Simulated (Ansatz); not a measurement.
Structure types of Cs were relaxed at one common pressure (all-electron LAPW in Ansatz 0.2.0 under PBE, scalar-relativistic, no spin polarisation, zero temperature). They take these volumes:

| type | space group | V (Å³/atom) |
| --- | --- | --- |
| fcc | Fm-3m | 59.73 |
| bcc | Im-3m | 60.74 |
| hcp | P6_3/mmc | 60.49 |
| beta tin | I4_1/amd | 58.99 |
| dhcp | P6_3/mmc | 59.61 |
| omega | P6/mmm | 60.46 |

**Question.** At about which pressure, and is the densest type also the lowest in enthalpy?

**Answer.** 3.3 GPa. The densest is beta tin, and it is 101 meV/atom above fcc: its gain in pV doesn't pay for its higher energy here.
